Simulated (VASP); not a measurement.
# GaCo: formation energy of V on the Co site, part 4 of 5

Aim: the formation energy and local structure of V on the Co site in GaCo. The start is a cell from a database of measured crystal structures.

VASP 6.6.1, plane waves and PAW; the level of theory is named at each step.

So far. Step 6 (Reference Co): The run ended after 5 ionic steps, 0.189 eV below its first step, once forces and stress met EDIFFG = -0.02. Step 6 (Reference Co): Energy at zero smearing: -16.27747 eV.

## (7) Reference Ga

This step: LDA; plane waves and PAW (Ga) (VASP 6.6.1).

System of this step: Ga. The structure is orthorhombic, space group Cmce (No. 64). Conventional cell: a = 4.432 Å, b = 7.598 Å, c = 4.556 Å, α = 90.00°, β = 90.00°, γ = 90.00°. Ga has 7 Ga at 2.49 to 2.75 Å nearest.

Ga is not exchanged here; its energy serves the host's formation enthalpy.

File INCAR:

```
SYSTEM = Ga
PREC = Normal
ENCUT = 300
EDIFF = 1E-05
NELM = 120
ISMEAR = 1
SIGMA = 0.1
LREAL = Auto
ALGO = Fast
GGA = CA
NBANDS = 12
LORBIT = 11
LWAVE = .FALSE.
LCHARG = .FALSE.
KPAR = 4
LASPH = .TRUE.
IBRION = 2
NSW = 25
ISIF = 3
EDIFFG = -0.02
POTIM = 0.4
```

File POSCAR:

```
Ga
1.0
    2.2160233304     -3.7989918401      0.0000000000
    2.2160233304      3.7989918401      0.0000000000
    0.0000000000      0.0000000000      4.5555035300
Ga
4
Direct
    0.6556957200      0.3443042800      0.4154013900
    0.8443042800      0.1556957200      0.9154013900
    0.3443042800      0.6556957200      0.5845986100
    0.1556957200      0.8443042800      0.0845986100
```

File KPOINTS:

```
Automatic mesh
0
Gamma
7 7 6
0 0 0
```

The projector-augmented-wave data sets are Ga (LDA family, release 64).

The run is started by

```sh
mpirun -np 4 vasp_std
```

What it wrote:

```text
[banner, memory and clock lines left out]
running    4 mpi-ranks, on    1 nodes
 distrk:  each k-point on    1 cores,    4 groups
 distr:  one band on    1 cores,    1 groups

 POSCAR found type information on POSCAR Ga
 POSCAR found :  1 types and       4 ions
 [... a notice as in an earlier step ...]

 LDA part: xc-table for (Slater(with rela. corr.)+CA(PZ))
 , standard interpolation
 POSCAR, INCAR and KPOINTS ok, starting setup
 FFT: planning ... GRIDC
 FFT: planning ... GRID_SOFT
 FFT: planning ... GRID
 WAVECAR not read
 entering main loop
       N       E                     dE             d eps       ncg     rms          rms(c)
DAV:   1     0.119819860774E+02    0.11982E+02   -0.30481E+03  1536   0.501E+02
DAV:   2    -0.136427762209E+02   -0.25625E+02   -0.24628E+02  1948   0.838E+01
DAV:   3    -0.146116476488E+02   -0.96887E+00   -0.95846E+00  2008   0.166E+01
DAV:   4    -0.146170526701E+02   -0.54050E-02   -0.53956E-02  1768   0.115E+00
DAV:   5    -0.146170750833E+02   -0.22413E-04   -0.22403E-04  1928   0.615E-02    0.516E+00
RMM:   6    -0.144828468811E+02    0.13423E+00   -0.16295E-02  1536   0.108E+00    0.297E+00
RMM:   7    -0.144067290123E+02    0.76118E-01   -0.37604E-02  1536   0.159E+00    0.235E-01
RMM:   8    -0.144067303940E+02   -0.13817E-05   -0.13771E-03  1536   0.262E-01    0.297E-02
RMM:   9    -0.144067377170E+02   -0.73230E-05   -0.11046E-04  1519   0.662E-02    0.990E-03
RMM:  10    -0.144067381606E+02   -0.44351E-06   -0.15288E-05  1175   0.234E-02
   1 F= -.14406738E+02 E0= -.14406619E+02  d E =-.144067E+02
 curvature:   0.00 expect dE= 0.000E+00 dE for cont linesearch  0.000E+00
 trial: gam= 0.00000 g(F)=  0.118E-06 g(S)=  0.285E-01 ort = 0.000E+00 (trialstep = 0.100E+01)
 search vector abs. value=  0.285E-01
 bond charge predicted
       N       E                     dE             d eps       ncg     rms          rms(c)
DAV:   1    -0.144294388508E+02   -0.22701E-01   -0.19846E-01  1676   0.226E+00    0.427E-01
RMM:   2    -0.144257407292E+02    0.36981E-02   -0.33198E-03  1536   0.398E-01    0.232E-01
RMM:   3    -0.144236433994E+02    0.20973E-02   -0.23963E-03  1536   0.282E-01    0.476E-02
RMM:   4    -0.144236494303E+02   -0.60309E-05   -0.11237E-04  1534   0.669E-02    0.313E-02
RMM:   5    -0.144236502551E+02   -0.82472E-06   -0.94704E-06  1111   0.175E-02
   2 F= -.14423650E+02 E0= -.14423581E+02  d E =-.169121E-01
[...]
3 F= -.14423986E+02 E0= -.14423924E+02  d E =-.172480E-01
[...]
4 F= -.14423982E+02 E0= -.14423920E+02  d E =-.172434E-01
 curvature:  -0.53 expect dE=-0.457E-04 dE for cont linesearch -0.208E-05
 ZBRENT: bracketing found
 ZBRENT: accuracy reached
 trial: gam= 0.01478 g(F)=  0.673E-04 g(S)=  0.194E-04 ort =-0.335E-03 (trialstep = 0.104E+01)
 search vector abs. value=  0.830E-04
 bond charge predicted
       N       E                     dE             d eps       ncg     rms          rms(c)
DAV:   1    -0.144240483803E+02   -0.64758E-04   -0.42748E-04  1816   0.109E-01    0.891E-03
RMM:   2    -0.144240482311E+02    0.14917E-06   -0.20125E-05   989   0.259E-02
   5 F= -.14424048E+02 E0= -.14423967E+02  d E =-.666904E-04
 trial-energy change:   -0.000067  1 .order   -0.000069   -0.000085   -0.000053
 step:   2.8095(harm=  2.8095)  dis= 0.00226  next Energy=   -14.424096 (dE=-0.115E-03)
 reached required accuracy - stopping structural energy minimisation
```

Wall time 7.2 s (4 MPI ranks of Intel Xeon 6975P-C (Granite Rapids), shared host); peak memory 0.5 GiB.

From OUTCAR (step 7):

```text
   k-points           NKPTS =     64   k-points in BZ     NKDIM =     64   number of bands    NBANDS=     12

   ENCUT  =  300.0 eV  22.05 Ry    4.70 a.u.   6.21  6.21  6.43*2*pi/ulx,y,z

   NELECT =      12.0000    total number of electrons

 E-fermi :   2.8511

 k-point     1 :       0.0000    0.0000    0.0000
  band No.  band energies     occupation
    ...
      2      -1.6232      2.00000
      3      -1.2533      2.00000
      4       1.0542      2.00000
      5       1.3849      2.00000
      6       2.0040      2.00000
      7       3.8028     -0.00000
      8       3.8716     -0.00000
      9       3.9397     -0.00000
     10       8.1975      0.00000
     11       8.3302      0.00000
    ...

  Total       -0.0109071      0.0437729      0.0040475      0.0000000      0.0000000      0.0000000
  in kB       -0.2357214      0.9460117      0.0874737      0.0000000      0.0000000      0.0000000
  external PRESSURE =       0.2659213 kB  Pullay stress =       0.0000000 kB

 POSITION                                       TOTAL-FORCE (eV/Angst)
 -----------------------------------------------------------------------------------
      2.19088     -1.16967      1.86977         0.000000      0.011900      0.000867
      2.19088     -2.58925      4.12027         0.000000     -0.011900      0.000867
      2.19088      1.16967      2.63122         0.000000     -0.011900     -0.000867
      2.19088      2.58925      0.38072         0.000000      0.011900     -0.000867
 -----------------------------------------------------------------------------------
    total drift:                                0.000000     -0.000000     -0.000000

  FREE ENERGIE OF THE ION-ELECTRON SYSTEM (eV)
  ---------------------------------------------------
  free  energy   TOTEN  =       -14.4240482311 eV

  energy  without entropy=      -14.4238053388  energy(sigma->0) =      -14.42396727

[... 1 part as in an earlier step ...]

[... 15 further parts left out ...]
```

The k-mesh is coarse for a metal. The run keeps the 8 symmetry operations of its start, so it cannot find a distortion of lower symmetry.

The steps of the relaxation:

```tsv
step	energy less that of the first step (eV)	largest force (eV/Å)	pressure (GPa)	volume (Å³)
1	0.0000	0.0009	-2.07	76.70
2	-0.0169	0.0180	-0.32	74.52
3	-0.0172	0.0202	-0.01	74.19
4	-0.0172	0.0209	0.03	74.14
5	-0.0173	0.0119	0.03	74.13
```

```tsv
conventional cell, symmetrised	before	after	change
a (Å)	4.432	4.382	-1.1 %
b (Å)	7.598	7.518	-1.1 %
c (Å)	4.556	4.501	-1.2 %
volume (Å³/atom)	19.18	18.53	-3.3 %
```

Final coordinates:

```
Ga
1.0
     2.19088   -3.75892    0.00000
     2.19088    3.75892    0.00000
     0.00000    0.00000    4.50099
Ga
4
Direct
  0.65559 0.34441 0.41541
  0.84441 0.15559 0.91541
  0.34441 0.65559 0.58459
  0.15559 0.84441 0.08459
```

This step gave:

| Property | Result |
| --- | --- |
| electronic cycles | 23 |
| electrons | 12 |
| free energy (TOTEN) | -14.42 eV |
| energy at zero smearing | -14.42 eV |
| Fermi energy | 2.851 eV |

The run ended after 5 ionic steps, 0.017 eV below its first step, once forces and stress met EDIFFG = -0.02.

Energy at zero smearing: -14.42397 eV.

(Continued in part 5 of 5.)

[Lines on the potential files, build, host, timing and source positions are cut from VASP's logs without a mark.]

[Logs are printed without paths, hosts, clocks, repeated set-up lines and the standing remarks that a program may print on its own settings, such as how far it seeks lower states.]

[Hosts, paths, dates, database ids (printed as entryN), source tags and the programs' standing remarks are cut or masked in the printed files.]

[In band tables of VASP the shares of atoms and orbitals are scaled to a sum of 1 inside the atoms' spheres.]

[Runs that stopped without an error message from VASP are left out.]
